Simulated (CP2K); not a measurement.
# SnO2 (Cassiterite) (P4_2/mnm) in CP2K: relaxation of cell and atoms with PBEsol

Aim: the relaxation of cell and atoms of SnO2 (Cassiterite) with PBEsol.

Everything below comes from runs of CP2K 2026.2. Logs are shortened: lines on timing, memory, paths and dates and some standing lists are left out, and cuts for length are marked.

## (1) The crystal as given

The structure is tetragonal, space group P4_2/mnm (No. 136). The conventional cell has a = 4.738 Å, b = 4.738 Å, c = 3.187 Å, α = 90.00°, β = 90.00°, γ = 90.00°. Sn (site symmetry mmm) is surrounded by 6 O at 2.05 to 2.06 Å. O (site symmetry m2m) is surrounded by 3 Sn at 2.05 to 2.06 Å.

## (2) Relaxation of cell and atoms, PBEsol

Input file sno2_vcrelax.inp:

```
&GLOBAL
  PROJECT sno2_vcrelax
  RUN_TYPE CELL_OPT
  PRINT_LEVEL LOW
&END GLOBAL
&FORCE_EVAL
  METHOD QS
  STRESS_TENSOR ANALYTICAL
  &DFT
    BASIS_SET_FILE_NAME BASIS_MOLOPT_UZH
    POTENTIAL_FILE_NAME POTENTIAL_UZH
    &MGRID
      CUTOFF 600
      REL_CUTOFF 60
      NGRIDS 4
    &END MGRID
    &QS
      METHOD GPW
      EPS_DEFAULT 1.0E-9
      EXTRAPOLATION USE_PREV_P
    &END QS
    &KPOINTS
      SCHEME MONKHORST-PACK 5 5 6
      GAMMA_CENTERED T
    &END KPOINTS
    &SCF
      SCF_GUESS ATOMIC
      EPS_SCF 1.0E-6
      MAX_SCF 100
      ADDED_MOS 18
      CHOLESKY OFF
      EPS_EIGVAL 1.0E-7
      &DIAGONALIZATION ON
        ALGORITHM STANDARD
      &END DIAGONALIZATION
      &MIXING ON
        METHOD BROYDEN_MIXING
        ALPHA 0.4
        BETA 1.5
        NBUFFER 8
      &END MIXING
      &SMEAR ON
        METHOD FERMI_DIRAC
        ELECTRONIC_TEMPERATURE [K] 580.226
      &END SMEAR
    &END SCF
    &XC
      &XC_FUNCTIONAL
        &GGA_X_PBE_SOL
        &END GGA_X_PBE_SOL
        &GGA_C_PBE_SOL
        &END GGA_C_PBE_SOL
      &END XC_FUNCTIONAL
    &END XC
    &PRINT
      &KPOINTS ON
      &END KPOINTS
      &MULLIKEN ON
        &EACH
          CELL_OPT 0
        &END EACH
        ADD_LAST NUMERIC
      &END MULLIKEN
      &MO ON
        ENERGIES T
        OCCUPATION_NUMBERS T
        &EACH
          QS_SCF 0
          CELL_OPT 0
        &END EACH
        ADD_LAST NUMERIC
      &END MO
      &LOWDIN ON
        &EACH
          CELL_OPT 0
        &END EACH
        ADD_LAST NUMERIC
      &END LOWDIN
      &HIRSHFELD ON
        SHAPE_FUNCTION DENSITY
        &EACH
          CELL_OPT 0
        &END EACH
        ADD_LAST NUMERIC
      &END HIRSHFELD
    &END PRINT
  &END DFT
  &SUBSYS
    &CELL
      A 4.7380000000 0.0000000000 0.0000000000
      B 0.0000000000 4.7380000000 0.0000000000
      C 0.0000000000 0.0000000000 3.1865000000
      PERIODIC XYZ
    &END CELL
    &COORD
      Sn  2.3690000000 2.3690000000 1.5932500000
      Sn  0.0000000000 0.0000000000 0.0000000000
      O   3.8240398000 0.9139602000 1.5932500000
      O   3.2829602000 3.2829602000 0.0000000000
      O   0.9139602000 3.8240398000 1.5932500000
      O   1.4550398000 1.4550398000 0.0000000000
    &END COORD
    &KIND Sn
      BASIS_SET TZVP-MOLOPT-PBE-GTH-q4
      POTENTIAL GTH-PBE-q4
    &END KIND
    &KIND O
      BASIS_SET TZVP-MOLOPT-PBE-GTH-q6
      POTENTIAL GTH-PBE-q6
    &END KIND
    &PRINT
      &ATOMIC_COORDINATES ON
      &END ATOMIC_COORDINATES
      &CELL ON
      &END CELL
    &END PRINT
  &END SUBSYS
  &PRINT
    &FORCES ON
    &END FORCES
    &STRESS_TENSOR ON
    &END STRESS_TENSOR
  &END PRINT
&END FORCE_EVAL
&MOTION
  &CELL_OPT
    OPTIMIZER LBFGS
    MAX_ITER 40
    MAX_FORCE [eV*angstrom^-1] 0.05
    RMS_FORCE [eV*angstrom^-1] 0.05
    MAX_DR 1.0E-2
    RMS_DR 1.0E-2
    EXTERNAL_PRESSURE [bar] 0.0
    PRESSURE_TOLERANCE [bar] 200
  &END CELL_OPT
  &PRINT
    &TRAJECTORY ON
    &END TRAJECTORY
    &CELL ON
    &END CELL
    &FORCES ON
    &END FORCES
    &STRESS ON
    &END STRESS
    &RESTART OFF
    &END RESTART
    &RESTART_HISTORY OFF
    &END RESTART_HISTORY
  &END PRINT
&END MOTION
```

Potentials or basis: POTENTIAL_UZH Sn GTH-PBE-q4, O GTH-PBE-q6; TZVP-MOLOPT-PBE-GTH basis.

Started as:

```sh
$ OMP_NUM_THREADS=2 cp2k.psmp -i sno2_vcrelax.inp -o sno2_vcrelax.out
```

sno2_vcrelax.out:

```text

 CP2K| version string:                                       CP2K version 2026.2
 CP2K| Input file name                                          sno2_vcrelax.inp

 GLOBAL| Force Environment number                                              1
 GLOBAL| Basis set file name                                    BASIS_MOLOPT_UZH
 GLOBAL| Potential file name                                       POTENTIAL_UZH
 GLOBAL| MM Potential file name                                     MM_POTENTIAL
 GLOBAL| Coordinate file name                                      __STD_INPUT__
 GLOBAL| Method name                                                        CP2K
 GLOBAL| Project name                                               sno2_vcrelax
 GLOBAL| Run type                                                       CELL_OPT
 GLOBAL| FFT library                                                       FFTW3
 GLOBAL| Diagonalization library                                       ScaLAPACK
 GLOBAL| Cholesky decomposition library                                ScaLAPACK
 GLOBAL| DGEMM library                                                      BLAS
 GLOBAL| Direct generalized diagonalization requested                          F
 GLOBAL| Matrix multiplication library                                 ScaLAPACK
 GLOBAL| Global print level                                                  LOW
 GLOBAL| Total number of message passing processes                             1
 GLOBAL| Number of threads for this process                                    2
 GLOBAL| CPU model name                                                  UNKNOWN

 CELL| Volume [angstrom^3]:                                            71.532604
 CELL| Vector a [angstrom]:       4.738     0.000     0.000   |a| =     4.738000
 CELL| Vector b [angstrom]:       0.000     4.738     0.000   |b| =     4.738000
 CELL| Vector c [angstrom]:       0.000     0.000     3.187   |c| =     3.186500
 CELL| Angle (b,c), alpha [degree]:                                    90.000000
 CELL| Angle (a,c), beta  [degree]:                                    90.000000
 CELL| Angle (a,b), gamma [degree]:                                    90.000000
 CELL| Numerically orthorhombic:                                             YES
 CELL| Periodicity                                                           XYZ

 CELL_REF| Volume [angstrom^3]:                                        71.532604
 CELL_REF| Vector a [angstrom     4.738     0.000     0.000   |a| =     4.738000
 CELL_REF| Vector b [angstrom     0.000     4.738     0.000   |b| =     4.738000
 CELL_REF| Vector c [angstrom     0.000     0.000     3.187   |c| =     3.186500
 CELL_REF| Angle (b,c), alpha [degree]:                                90.000000
 CELL_REF| Angle (a,c), beta  [degree]:                                90.000000
 CELL_REF| Angle (a,b), gamma [degree]:                                90.000000
 CELL_REF| Numerically orthorhombic:                                         YES
 CELL_REF| Periodicity                                                       XYZ

[... 8 lines left out ...]
 TOTAL NUMBERS AND MAXIMUM NUMBERS

  Total number of            - Atomic kinds:                                   2
                             - Atoms:                                          6
                             - Shell sets:                                     6
                             - Shells:                                        42
                             - Primitive Cartesian functions:                 28
                             - Cartesian basis functions:                    108
                             - Spherical basis functions:                    102

  Maximum angular momentum of- Orbital basis functions:                        2
                             - Local part of the GTH pseudopotential:          2
                             - Non-local part of the GTH pseudopotential:      4

 MODULE QUICKSTEP: ATOMIC COORDINATES IN ANGSTROM

   Atom Kind Element         X             Y             Z       Z(eff)     Mass
      1    1 Sn   50      2.369000      2.369000      1.593250   4.0000 118.7100
      2    1 Sn   50      0.000000      0.000000      0.000000   4.0000 118.7100
      3    2 O     8      3.824040      0.913960      1.593250   6.0000  15.9994
      4    2 O     8      3.282960      3.282960      0.000000   6.0000  15.9994
      5    2 O     8      0.913960      3.824040      1.593250   6.0000  15.9994
      6    2 O     8      1.455040      1.455040      0.000000   6.0000  15.9994

 SCF PARAMETERS         Density guess:                                    ATOMIC
                        --------------------------------------------------------
                        max_scf:                                             100
[... 7 lines left out ...]
                        --------------------------------------------------------
                        level_shift [a.u.]:                             0.000000
                        added MOs                                        18    0
                        --------------------------------------------------------
[... 198 lines left out ...]
 OPT|
 OPT| RMS gradient                                                  0.0000039973
 OPT| Convergence limit for RMS gradient                            0.0009723453
 OPT| RMS gradient is converged                                              YES
 OPT|
 OPT| Pressure deviation [bar]                                     38.5051924151
 OPT| Pressure tolerance [bar]                                    200.0000000000
 OPT| Pressure is converged                                                  YES
 OPT| **************************************************************************

 *******************************************************************************
 ***                    GEOMETRY OPTIMIZATION COMPLETED                      ***
 *******************************************************************************

 write_final_structure: Optimization converged, writing XYZ file gladly:
  sno2_vcrelax-FINAL-1_5.xyz

 write_final_structure: Optimization converged, writing CIF file gladly:
  sno2_vcrelax-FINAL-1_5.cif

 write_final_structure: Done!

                    Reevaluating energy at the minimum

 CELL| Volume [angstrom^3]:                                            76.145226
 CELL| Vector a [angstrom]:       4.816     0.000     0.000   |a| =     4.815512
 CELL| Vector b [angstrom]:      -0.000     4.816     0.000   |b| =     4.815512
 CELL| Vector c [angstrom]:       0.000     0.000     3.284   |c| =     3.283656
 CELL| Angle (b,c), alpha [degree]:                                    90.000000
 CELL| Angle (a,c), beta  [degree]:                                    90.000000
 CELL| Angle (a,b), gamma [degree]:                                    90.000000
 CELL| Numerically orthorhombic:                                              NO
 CELL| Periodicity                                                           XYZ

 Extrapolation method: previous_p

 Number of electrons:                                                         32
 Number of occupied orbitals:                                                 16
 Number of molecular orbitals:                                                34

 Number of orbital functions:                                                102
 Number of independent orbital functions:                                    102

 SCF WAVEFUNCTION OPTIMIZATION

  Step     Update method      Time    Convergence         Total energy    Change
  ------------------------------------------------------------------------------
     1 Broy./Diag. 0.40E+00    1.2     0.00000063       -70.9429216549 -7.09E+01

  *** SCF run converged in     1 steps ***

  Electronic density on regular grids:        -31.9999999630        0.0000000370
  Core density on regular grids:               31.9999999587       -0.0000000413
  Total charge density on r-space grids:       -0.0000000043
  Total charge density g-space grids:          -0.0000000043

  Overlap energy of the core charge distribution:               0.00000008847930
  Self energy of the core charge distribution:               -181.08738643376128
  Core Hamiltonian energy:                                     50.44150756453665
  Hartree energy:                                              75.75625440525425
  Exchange-correlation energy:                                -16.05328585394227
  Electronic entropic energy:                                  -0.00001142548956
  Fermi energy:                                                 0.16254699632903

  Total energy:                                               -70.94292165488827
  Total energy (extrapolated to T->0):                        -70.94291594214349

 MO| EIGENVALUES AND OCCUPATION NUMBERS FOR K POINT 1
 MO|
 MO|  Index      Eigenvalue [a.u.]        Eigenvalue [eV]             Occupation
 MO|      1              -0.486867             -13.248335               2.000000
 MO|      2              -0.481420             -13.100101               2.000000
 MO|      3              -0.454372             -12.364100               2.000000
 MO|      4              -0.451839             -12.295174               2.000000
 MO|      5              -0.118441              -3.222957               2.000000
 MO|      6              -0.112484              -3.060856               2.000000
[... 546 lines left out ...]
 MO|     33               0.999557              27.199321               0.000000
 MO|     34               1.017669              27.692188               0.000000
 MO| Sum:                                                              31.999998
 MO| E(Fermi):            0.162547 a.u.          4.423129 eV

 [... the levels of further k-points ...]

 !-----------------------------------------------------------------------------!
                     Mulliken Population Analysis

 #  Atom  Element  Kind  Atomic population                           Net charge
       1     Sn       1          1.731040                              2.268960
       2     Sn       1          1.731035                              2.268965
       3     O        2          7.134481                             -1.134481
       4     O        2          7.134488                             -1.134488
       5     O        2          7.134481                             -1.134481
       6     O        2          7.134475                             -1.134475
 # Total charge                             32.000000                 -0.000000

 !-----------------------------------------------------------------------------!

 !-----------------------------------------------------------------------------!
                           Hirshfeld Charges

  #Atom  Element  Kind  Ref Charge     Population                    Net charge
      1       Sn     1       4.000          3.396                         0.604
      2       Sn     1       4.000          3.396                         0.604
      3       O      2       6.000          6.302                        -0.302
      4       O      2       6.000          6.302                        -0.302
      5       O      2       6.000          6.302                        -0.302
      6       O      2       6.000          6.302                        -0.302

  Total Charge                                                           -0.000
 !-----------------------------------------------------------------------------!

 LOWDIN POPULATION ANALYSIS

 #  Atom  Element  Kind  Atomic population                           Net charge
       1     Sn       1          3.606092                              0.393908
       2     Sn       1          3.606088                              0.393912
       3     O        2          6.196955                             -0.196955
       4     O        2          6.196951                             -0.196951
       5     O        2          6.196955                             -0.196955
       6     O        2          6.196960                             -0.196960
 # Total charge                             32.000000                 -0.000000

 ENERGY| Total FORCE_EVAL ( QS ) energy [hartree]            -70.942921654888266
```

Run time: 3 min. Hardware: 2 threads of Arm Neoverse V2, shared host; peak memory 0.48 GiB.

Results:

- Free energy: -1930.4551 eV
- Relaxed volume: 12.69 Å³/atom
- Relaxed cell: a = 4.816 Å, b = 4.816 Å, c = 3.284 Å, α = 90.00°, β = 90.00°, γ = 90.00°
- Space group after relaxing (to 0.05 Å): P4_2/mnm (No. 136)
- Pressure after relaxing: 0.0 GPa
- Band gap on the k mesh: 0.30 eV, direct
- Mulliken charges: Sn +2.27; O -1.13 e
- Hirshfeld charges: Sn +0.60; O -0.30 e

Step by step:
| step | energy change (eV) | largest force (eV/Å) | volume (Å³) |
| --- | --- | --- | --- |
| 1 | 0.0000 | 0.3469 | 75.50 |
| 2 | -0.0107 | 0.0189 | 75.85 |
| 3 | -0.0118 | 0.0221 | 75.89 |
| 4 | -0.0138 | 0.0024 | 76.13 |
| 5 | -0.0138 | 0.0004 | 76.15 |
| 6 | -0.0138 | 0.0004 | 76.15 |

Final structure:
```yaml
crystal:
  lattice:
    - [4.81551, 0.00000, 0.00000]
    - [0.00000, 4.81551, 0.00000]
    - [0.00000, 0.00000, 3.28366]
  atoms:
    - { symbol: Sn, position: [0.50000, 0.50000, 0.50000] }
    - { symbol: Sn, position: [0.00000, 0.00000, 0.00000] }
    - { symbol: O, position: [0.80688, 0.19312, 0.50000] }
    - { symbol: O, position: [0.69312, 0.69312, 0.00000] }
    - { symbol: O, position: [0.19312, 0.80688, 0.50000] }
    - { symbol: O, position: [0.30688, 0.30688, 0.00000] }
```

Levels at points of the mesh, in eV from the valence-band top:
```
           k point  band 12  band 13  band 14  band 15  band 16  band 17  band 18  band 19  band 20  band 21
(0.00, 0.00, 0.00)    -1.56    -1.56    -0.63    -0.63     0.00     0.30     5.24     5.82     5.82     9.62
(0.00, 0.00, 0.50)    -2.78    -1.52    -1.52    -1.21    -1.21     5.37     5.37     9.26     9.26    10.25
```

Caveat: Mulliken charges move with the basis; the printed path begins after the first move; the potentials were made for another functional, which shifts forces and pressure; spin-orbit coupling is left out, which moves the levels of the heavy elements; the basis of atomic orbitals isn't converged, which shifts pressures, moduli and gaps.
